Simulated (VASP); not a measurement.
# SnO2 (Cassiterite) (P4_2/mnm) in VASP: settings compared, part 2 of 3

VASP 6.6.1. The steps go on from the part before.

### 3 Relaxation of cell and atoms, PBEsol

This run uses another cell than the first one, of 12.20 Å³/atom, 1.023 times its volume.

INCAR reads:

```
ALGO = Normal ; EDIFF = 1E-7
EDIFFG = -0.005 ; ENCUT = 600
GGA = PS ; IBRION = 2
ISIF = 3 ; ISMEAR = 0
KPAR = 4 ; LASPH = True
LCHARG = False ; LREAL = False
LWAVE = False ; NELM = 80
NSW = 90 ; PREC = Accurate
SIGMA = 0.03
```

KPOINTS reads:

```
k-points
0
Gamma
  6 6 8
```

POSCAR reads:

```
SnO2                                    
1.0
    4.7706380562      0.0000000000      0.0000000000
   -0.0000000000      4.7706380562      0.0000000000
    0.0000000000      0.0000000000      3.2166385029
  Sn              O             
     2     4
Direct
     1.0000000000000000    0.0000000000000000    1.0000000000000000
     0.5000000000000000    0.5000000000000000    0.5000000000000000
     0.3063031673231308    0.3063031673231308    0.0000000000000000
     0.1936968326768692    0.8063031673231308    0.5000000000000000
     0.6936968326768692    0.6936968326768692    0.0000000000000000
     0.8063031673231308    0.1936968326768692    0.5000000000000000
```

Potentials or basis: VASP PAW PBE potentials, release 64 (Sn_d, O).

The run is started by

```bash
cat potpaw_PBE.64/Sn_d/POTCAR potpaw_PBE.64/O/POTCAR > POTCAR
mpirun -np 4 vasp_std > vasp.out
```

OUTCAR:

```text
EDIFF = 1E-7
   EDIFFG = -0.005
   ENCUT = 600
   GGA = PS
   IBRION = 2
   ISIF = 3
   ISMEAR = 0
   LASPH = True
   LREAL = False
   NELM = 80
   NSW = 90
   PREC = Accurate

 ion  position               nearest neighbor table
   1  0.000  0.000  0.000-   3 2.07   5 2.07   4 2.07   6 2.07   4 2.07   6 2.07   2 3.74   2 3.74
                             2 3.74   2 3.74   2 3.74   2 3.74   2 3.74   2 3.74
   2  0.500  0.500  0.500-   4 2.07   6 2.07   5 2.07   3 2.07   3 2.07   5 2.07   1 3.74   1 3.74
                             1 3.74   1 3.74   1 3.74   1 3.74   1 3.74   1 3.74
   3  0.306  0.306  0.000-   1 2.07   2 2.07   2 2.07
   4  0.194  0.806  0.500-   2 2.07   1 2.07   1 2.07
   5  0.694  0.694  0.000-   1 2.07   2 2.07   2 2.07
   6  0.806  0.194  0.500-   2 2.07   1 2.07   1 2.07

  LATTYP: Found a simple tetragonal cell.
 ALAT       =     4.7706380562
 C/A-ratio  =     0.6742575029

  Lattice vectors:

 A1 = (   4.7706380562,   0.0000000000,   0.0000000000)
 A2 = (   0.0000000000,   4.7706380562,   0.0000000000)
 A3 = (   0.0000000000,   0.0000000000,   3.2166385029)

Analysis of symmetry for initial positions (statically):
=====================================================================
 Subroutine PRICEL returns:
[... 187 lines left out ...]

  FORCE on cell =-STRESS in cart. coord.  units (eV):
  Direction    XX          YY          ZZ          XY          YZ          ZX
  --------------------------------------------------------------------------------------
  -------------------------------------------------------------------------------------
  Total        0.0269347      0.0269347     -0.0024158     -0.0000000      0.0000000      0.0000000
  in kB        0.5894778      0.5894778     -0.0528718     -0.0000000      0.0000000      0.0000000
  external PRESSURE =       0.3753612 kB  Pullay stress =       0.0000000 kB
[... 67 lines left out ...]
--------------------------------------- Ionic step        3  -------------------------------------------

 number of electron      52.0000006 magnetization

 Free energy of the ion-electron system (eV)
  ---------------------------------------------------
  ext. energy  EPLUGINS =         0.00000000
  ---------------------------------------------------
  free energy    TOTEN  =       -39.67946634 eV

  energy without entropy =      -39.67946634  energy(sigma->0) =      -39.67946634

 E-fermi :   5.9269     XC(G=0): -11.4131

 val. band max:        5.7471528634   @ k =   0.0000   0.0000   0.0000
 cond. band min:       6.6309943116   @ k =   0.0000   0.0000   0.0000
 fundamental gap:      0.8838414482
 Fermi energy:         5.9269264090

 k-point     1 :       0.0000    0.0000    0.0000
  band No.  band energies     occupation
      1     -15.2509      2.00000
      2     -14.5048      2.00000
      3     -14.2678      2.00000
      4     -14.2423      2.00000
      5     -14.2423      2.00000
      6     -14.1752      2.00000
[... 805 lines left out ...]
     30      14.1855      0.00000
     31      14.9158      0.00000

 [... further k-points ...]
[... 5 lines left out ...]
  --------------------------------------------------------------------------------------
  -------------------------------------------------------------------------------------
  Total        0.0002757      0.0002757     -0.0228830      0.0000000      0.0000000      0.0000000
  in kB        0.0060311      0.0060311     -0.5006516      0.0000000      0.0000000      0.0000000
  external PRESSURE =      -0.1628631 kB  Pullay stress =       0.0000000 kB
[... 21 lines left out ...]
  FREE ENERGIE OF THE ION-ELECTRON SYSTEM (eV)
  ---------------------------------------------------
  free  energy   TOTEN  =       -39.6794663395 eV

  energy  without entropy=      -39.6794663395  energy(sigma->0) =      -39.67946634

 reached required accuracy - stopping structural energy minimisation
```

CONTCAR:

```text
SnO2
   1.00000000000000
     4.7714001635436114    0.0000000000000000    0.0000000000000000
    -0.0000000000000000    4.7714001635436114    0.0000000000000000
     0.0000000000000000    0.0000000000000000    3.2165924137605342
  Sn              O
     2     4
Direct
     1.0000000000000000    0.0000000000000000    0.0000000000000000
     0.5000000000000000    0.5000000000000000    0.5000000000000000
     0.3062614065705972    0.3062614065705972    0.0000000000000000
     0.1937385934294028    0.8062614065705972    0.5000000000000000
     0.6937385934294028    0.6937385934294028    0.0000000000000000
     0.8062614065705972    0.1937385934294028    0.5000000000000000

  0.00000000E+00  0.00000000E+00  0.00000000E+00
  0.00000000E+00  0.00000000E+00  0.00000000E+00
  0.00000000E+00  0.00000000E+00  0.00000000E+00
  0.00000000E+00  0.00000000E+00  0.00000000E+00
  0.00000000E+00  0.00000000E+00  0.00000000E+00
  0.00000000E+00  0.00000000E+00  0.00000000E+00
```

Run time: 71 s. Hardware: 4 MPI ranks of Intel Xeon Platinum 8488C (Sapphire Rapids), shared host; peak memory 0.27 GiB.

Results:

* Free energy: -39.6795 eV
* Relaxed volume: 12.20 Å³/atom
* Relaxed cell: a = 4.771 Å, b = 4.771 Å, c = 3.217 Å, α = 90.00°, β = 90.00°, γ = 90.00°
* Space group after relaxing (to 0.05 Å): P4_2/mnm (No. 136)
* Energy gained by relaxing: 0.0 meV/atom
* Ionic steps: 3
* Pressure after relaxing: 0.0 GPa
* Band gap on the k mesh: 0.88 eV, direct

Final structure:
```
Sn O
1.0
     4.77140    0.00000    0.00000
     0.00000    4.77140    0.00000
     0.00000    0.00000    3.21659
Sn O
2 4
Direct
  0.00000 0.00000 0.00000
  0.50000 0.50000 0.50000
  0.30626 0.30626 0.00000
  0.19374 0.80626 0.50000
  0.69374 0.69374 0.00000
  0.80626 0.19374 0.50000
```

Caveat: the PAW data sets were made with another functional, which shifts forces and pressure a little; spin-orbit coupling is left out, which moves the levels of the heavy elements.

### 4 Relaxation of cell and atoms, RPBE

INCAR reads:

```
PREC = Accurate ; ENCUT = 600
EDIFF = 1E-6 ; ISMEAR = 0
SIGMA = 0.03 ; LREAL = F
LASPH = T ; NELM = 80
ALGO = Normal ; ISIF = 3
LWAVE = F ; LCHARG = F
GGA = RP ; IBRION = 2
NSW = 90 ; EDIFFG = -0.01
KPAR = 2
```

KPOINTS reads:

```
Automatic mesh
0
Gamma
  6 6 8
```

POSCAR reads:

```
SnO2
1.0
    4.7380000000      0.0000000000      0.0000000000
    0.0000000000      4.7380000000      0.0000000000
    0.0000000000      0.0000000000      3.1865000000
Sn O
2 4
Direct
    0.0000000000      0.0000000000      0.0000000000
    0.5000000000      0.5000000000      0.5000000000
    0.3071000000      0.3071000000      0.0000000000
    0.1929000000      0.8071000000      0.5000000000
    0.6929000000      0.6929000000      0.0000000000
    0.8071000000      0.1929000000      0.5000000000
```

Potentials or basis: VASP PAW PBE potentials, release 64 (Sn_d, O).

The run is started by

```bash
cat potpaw_PBE.64/Sn_d/POTCAR potpaw_PBE.64/O/POTCAR > POTCAR
mpirun -np 2 vasp_std > vasp.out
```

OUTCAR:

```text
PREC = Accurate
   ENCUT = 600
   EDIFF = 1E-6
   ISMEAR = 0
   LREAL = F
   LASPH = T
   NELM = 80
   ISIF = 3
   GGA = RP
   IBRION = 2
   NSW = 90
   EDIFFG = -0.01

 ion  position               nearest neighbor table
   1  0.000  0.000  0.000-   4 2.05   6 2.05   4 2.05   6 2.05   5 2.06   3 2.06   2 3.71   2 3.71
                             2 3.71   2 3.71   2 3.71   2 3.71   2 3.71   2 3.71
   2  0.500  0.500  0.500-   3 2.05   5 2.05   3 2.05   5 2.05   4 2.06   6 2.06   1 3.71   1 3.71
                             1 3.71   1 3.71   1 3.71   1 3.71   1 3.71   1 3.71
   3  0.307  0.307  0.000-   2 2.05   2 2.05   1 2.06
   4  0.193  0.807  0.500-   1 2.05   1 2.05   2 2.06
   5  0.693  0.693  0.000-   2 2.05   2 2.05   1 2.06
   6  0.807  0.193  0.500-   1 2.05   1 2.05   2 2.06

  LATTYP: Found a simple tetragonal cell.
 ALAT       =     4.7380000000
 C/A-ratio  =     0.6725411566

  Lattice vectors:

 A1 = (   4.7380000000,   0.0000000000,   0.0000000000)
 A2 = (   0.0000000000,   4.7380000000,   0.0000000000)
 A3 = (   0.0000000000,   0.0000000000,   3.1865000000)

Analysis of symmetry for initial positions (statically):
=====================================================================
 Subroutine PRICEL returns:
 Original cell was already a primitive cell.

 Routine SETGRP: Setting up the symmetry group for a
 simple tetragonal supercell.

 Subroutine GETGRP returns: Found 16 space group operations
 (whereof  8 operations were pure point group operations)
 out of a pool of 16 trial point group operations.

The static configuration has the point symmetry D_2h.
 The point group associated with its full space group is D_4h.

Analysis of symmetry for dynamics (positions and initial velocities):
=====================================================================
 Subroutine PRICEL returns:
 Original cell was already a primitive cell.

 Routine SETGRP: Setting up the symmetry group for a
 simple tetragonal supercell.

[... 152 lines left out ...]

--------------------------------------- Ionic step        1  -------------------------------------------

 number of electron      52.0000000 magnetization

 Free energy of the ion-electron system (eV)
  ---------------------------------------------------
  ext. energy  EPLUGINS =         0.00000000
  ---------------------------------------------------
  free energy    TOTEN  =       -34.73219529 eV

  energy without entropy =      -34.73219529  energy(sigma->0) =      -34.73219529

------------------------ aborting loop because EDIFF is reached ----------------------------------------

  FORCE on cell =-STRESS in cart. coord.  units (eV):
  Direction    XX          YY          ZZ          XY          YZ          ZX
  --------------------------------------------------------------------------------------
  -------------------------------------------------------------------------------------
  Total        6.5474534      6.5474534      8.1026444     -0.0000000      0.0000000      0.0000000
  in kB      146.6489511    146.6489511    181.4819035     -0.0000000      0.0000000      0.0000000
  external PRESSURE =     158.2599352 kB  Pullay stress =       0.0000000 kB
[... 101 lines left out ...]
  FREE ENERGIE OF THE ION-ELECTRON SYSTEM (eV)
  ---------------------------------------------------
  free  energy   TOTEN  =       -34.9932217119 eV

  energy  without entropy=      -34.9932217119  energy(sigma->0) =      -34.99322171

[... ionic steps 4 to 8 ...]

--------------------------------------- Ionic step        9  -------------------------------------------

 number of electron      51.9999993 magnetization

------------------------ aborting loop because EDIFF is reached ----------------------------------------
[... 75 lines left out ...]
--------------------------------------- Ionic step       11  -------------------------------------------

 number of electron      51.9999993 magnetization

 Free energy of the ion-electron system (eV)
  ---------------------------------------------------
  ext. energy  EPLUGINS =         0.00000000
  ---------------------------------------------------
  free energy    TOTEN  =       -34.99968214 eV

  energy without entropy =      -34.99968214  energy(sigma->0) =      -34.99968214

 E-fermi :   5.5697     XC(G=0): -10.5767

 val. band max:        5.3849767331   @ k =   0.0000   0.0000   0.0000
 cond. band min:       5.8933749467   @ k =   0.0000   0.0000   0.0000
 fundamental gap:      0.5083982136
 Fermi energy:         5.5697159235

 k-point     1 :       0.0000    0.0000    0.0000
  band No.  band energies     occupation
      1     -15.6852      2.00000
      2     -15.0822      2.00000
      3     -14.9169      2.00000
      4     -14.8827      2.00000
      5     -14.8827      2.00000
      6     -14.8284      2.00000
[... 805 lines left out ...]
     30      13.7553      0.00000
     31      14.3162      0.00000

 [... further k-points ...]
[... 5 lines left out ...]
  --------------------------------------------------------------------------------------
  -------------------------------------------------------------------------------------
  Total        0.0030876      0.0030876      0.0028968      0.0000000      0.0000000      0.0000000
  in kB        0.0638639      0.0638639      0.0599172      0.0000000      0.0000000      0.0000000
  external PRESSURE =       0.0625483 kB  Pullay stress =       0.0000000 kB
[... 21 lines left out ...]
  FREE ENERGIE OF THE ION-ELECTRON SYSTEM (eV)
  ---------------------------------------------------
  free  energy   TOTEN  =       -34.9996821417 eV

  energy  without entropy=      -34.9996821417  energy(sigma->0) =      -34.99968214

 reached required accuracy - stopping structural energy minimisation
```

OSZICAR:

```text
N       E                     dE             d eps       ncg     rms          rms(c)
DAV:   1     0.702503961614E+03    0.70250E+03   -0.28592E+04  3338   0.286E+03
DAV:   2     0.650123998169E+02   -0.63749E+03   -0.61421E+03  3532   0.743E+02
DAV:   3    -0.355473531564E+02   -0.10056E+03   -0.99046E+02  3520   0.237E+02
[... 91 lines left out ...]
DAV:   1    -0.349997765835E+02   -0.11070E-03   -0.31025E-03  3857   0.763E-01    0.669E-02
DAV:   2    -0.349997051183E+02    0.71465E-04   -0.24169E-04  4376   0.169E-01    0.278E-02
DAV:   3    -0.349996862998E+02    0.18818E-04   -0.36683E-05  4332   0.119E-01    0.856E-03
DAV:   4    -0.349996829734E+02    0.33264E-05   -0.58699E-06  3681   0.448E-02    0.164E-03
DAV:   5    -0.349996821417E+02    0.83174E-06   -0.21373E-06  2341   0.155E-02
  11 F= -.34999682E+02 E0= -.34999682E+02  d E =-.919189E-05
```

CONTCAR:

```text
SnO2
   1.00000000000000
     4.8778081414423600   -0.0000000000000000    0.0000000000000000
    -0.0000000000000000    4.8778081414423600    0.0000000000000000
     0.0000000000000000    0.0000000000000000    3.2555380472934972
  Sn              O
     2     4
Direct
     0.0000000000000000    0.0000000000000000    0.0000000000000000
     0.5000000000000000    0.5000000000000000    0.5000000000000000
     0.3068559332174897    0.3068559332174897    0.0000000000000000
     0.1931440667825103    0.8068559332174896    0.5000000000000000
     0.6931440667825104    0.6931440667825104    0.0000000000000000
     0.8068559332174896    0.1931440667825103    0.5000000000000000

  0.00000000E+00  0.00000000E+00  0.00000000E+00
  0.00000000E+00  0.00000000E+00  0.00000000E+00
  0.00000000E+00  0.00000000E+00  0.00000000E+00
  0.00000000E+00  0.00000000E+00  0.00000000E+00
  0.00000000E+00  0.00000000E+00  0.00000000E+00
  0.00000000E+00  0.00000000E+00  0.00000000E+00
```

Wall time 3.8 min (2 MPI ranks of Intel Xeon 6975P-C (Granite Rapids), shared host); peak memory 0.28 GiB.

What came out:

```yaml
Free_energy: -34.9997 eV
Relaxed_volume: 12.91 Å³/atom
Relaxed_cell: a = 4.878 Å, b = 4.878 Å, c = 3.256 Å, α = 90.00°, β = 90.00°, γ = 90.00°
Space_group_after_relaxing_to_0.05_Å: P4_2/mnm (No. 136)
Energy_gained_by_relaxing: 44.6 meV/atom
Ionic_steps: 11
Pressure_after_relaxing: 0.0 GPa
Band_gap_on_the_k_mesh: 0.51 eV, direct
```

Step by step:
| step | energy change (eV) | largest force (eV/Å) | pressure (GPa) | volume (Å³) |
| --- | --- | --- | --- | --- |
| 1 | 0.0000 | 0.3254 | 15.83 | 71.53 |
| 2 | 0.0578 | 0.4277 | -12.07 | 84.43 |
| 3 | -0.2610 | 0.1219 | -0.06 | 77.20 |
| 4 | -0.2611 | 0.1151 | 0.21 | 77.09 |
| 5 | -0.2666 | 0.0227 | 0.06 | 77.33 |
| 6 | -0.2674 | 0.0264 | 0.00 | 77.46 |
| 7 | -0.2674 | 0.0236 | 0.03 | 77.46 |
| 8 | -0.2675 | 0.0027 | -0.06 | 77.48 |
| 9 | -0.2675 | 0.0024 | -0.08 | 77.49 |
| 10 | -0.2675 | 0.0021 | 0.10 | 77.42 |
| 11 | -0.2675 | 0.0020 | 0.01 | 77.46 |

Final structure:
```
Sn O
1.0
     4.87781    0.00000    0.00000
     0.00000    4.87781    0.00000
     0.00000    0.00000    3.25554
Sn O
2 4
Cartesian
  0.0000 0.0000 0.0000
  2.4389 2.4389 1.6278
  1.4968 1.4968 0.0000
  0.9421 3.9357 1.6278
  3.3810 3.3810 0.0000
  3.9357 0.9421 1.6278
```

Caveat: the PAW data sets were made with another functional, which shifts forces and pressure a little; spin-orbit coupling is left out, which moves the levels of the heavy elements. As with any semilocal functional, this RPBE gap is likely too small.

[end of part 2 of 3]
